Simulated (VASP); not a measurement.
Write the native input for VASP 6.6.1 that does the following.

- Task: band structure
- Functional: rSCAN
- Potentials or basis: VASP PAW PBE potentials, release 64 (In_d, Pd)
- Cutoff: 520 eV
- k mesh: 8 × 8 × 8
- Occupations: fermi-dirac, width 0.05 eV
- Spin: no spin polarisation
- Further INCAR settings: ALGO = Normal; EDIFF = 1e-07; NBANDS = 18

The structure of InPd lies in POSCAR:

```
InPd
1.0
    3.2718847800      0.0000000000      0.0000000000
    0.0000000000      3.2718847800      0.0000000000
    0.0000000000      0.0000000000      3.2718847800
In Pd
1 1
Direct
    0.0000000000      0.0000000000      0.0000000000
    0.5000000000      0.5000000000      0.5000000000
```

The cell comes from a database or a generator and needn't be the stable form of this composition.

These files were run (other wordings do the same):

INCAR

```
SYSTEM = InPd
ALGO = Normal ; EDIFF = 1E-7
ENCUT = 520 ; ISIF = 2
ISMEAR = -1 ; LASPH = .TRUE.
LCHARG = .FALSE. ; LMAXMIX = 4
LMIXTAU = .TRUE. ; LREAL = .FALSE.
LWAVE = .FALSE. ; METAGGA = RSCAN
NBANDS = 18 ; NELM = 80
PREC = Accurate ; SIGMA = 0.05
```

KPOINTS

```
k-points
0
G
  8 8 8
  0 0 0
```

KPOINTS_OPT

```
path GXMGRX,MR
10
line-mode
reciprocal
 0.0000000000  0.0000000000  0.0000000000  G
 0.0000000000  0.5000000000  0.0000000000  X

 0.0000000000  0.5000000000  0.0000000000  X
 0.5000000000  0.5000000000  0.0000000000  M

 0.5000000000  0.5000000000  0.0000000000  M
 0.0000000000  0.0000000000  0.0000000000  G

 0.0000000000  0.0000000000  0.0000000000  G
 0.5000000000  0.5000000000  0.5000000000  R

 0.5000000000  0.5000000000  0.5000000000  R
 0.0000000000  0.5000000000  0.0000000000  X

 0.5000000000  0.5000000000  0.0000000000  M
 0.5000000000  0.5000000000  0.5000000000  R
```

Potentials or basis: VASP PAW PBE potentials, release 64 (In_d, Pd).

Run with:

```bash
$ cat potpaw_PBE.64/In_d/POTCAR potpaw_PBE.64/Pd/POTCAR > POTCAR
$ mpirun -np 1 vasp_std > vasp.out
```

It gave:

```
Pressure                : -0.3 GPa
Band gap along the path : none (metal or under the smearing width)
```

Caveat: the PAW data sets were made with another functional, which shifts forces and pressure a little; spin-orbit coupling is left out, which moves the levels of the heavy elements.

It took 64 s on 1 thread of Intel(R) Xeon(R) Platinum 8559C (Emerald Rapids), with other jobs on the host, peak memory 0.16 GiB.
